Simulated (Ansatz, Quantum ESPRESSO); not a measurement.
## AlNi: programs and potentials compared

```
CELL_PARAMETERS angstrom
2.88100 0.00000 0.00000
0.00000 2.88100 0.00000
0.00000 0.00000 2.88100
ATOMIC_POSITIONS crystal
Ni 0.50000 0.50000 0.50000
Al 0.00000 0.00000 0.00000
```

Alike in all runs: task band structure; functional PBEsol; k mesh 9 × 9 × 9; occupations fermi-dirac, width 0.05 eV; collinear spin, ferromagnetic start; no spin-orbit coupling. Pressure is positive in compression and, in plane waves, holds the error of the finite cutoff, which Ansatz's Pulay term estimates and takes out.

| program and potentials | plane-wave cutoff (eV) | notes | pressure (GPa) | net moment per atom (μB) |
| --- | --- | --- | --- | --- |
| Ansatz, Ansatz PAW | 420 | potentials made for PBE, which Ansatz adapts in part; 10.5 valence electrons an atom on average; Pulay term of +0.06 GPa included | -3.35 | 0.00 |
| Ansatz, all-electron LAPW, scalar-relativistic | - | - | -3.39 | 0.00 |
| Ansatz, PAW datasets made for the crystal | 280 | 14.5 valence electrons an atom on average | -3.39 | 0.00 |
| Quantum ESPRESSO, PseudoDojo 0.4.1 SR PBEsol standard | 1333 | 10.5 valence electrons an atom on average | -3.30 | 0.00 |

The pressure spans -3.39 (Ansatz, PAW datasets made for the crystal) to -3.30 GPa (Quantum ESPRESSO, PseudoDojo 0.4.1 SR PBEsol standard), with all-electron results at -3.39. All agree on the net moment per atom. The state is the one that the start led to, which needn't be the lowest.

The functional is the same throughout but for its coding, so the spread measures potentials, basis and numerics; runs on potential files found faulty are left out.
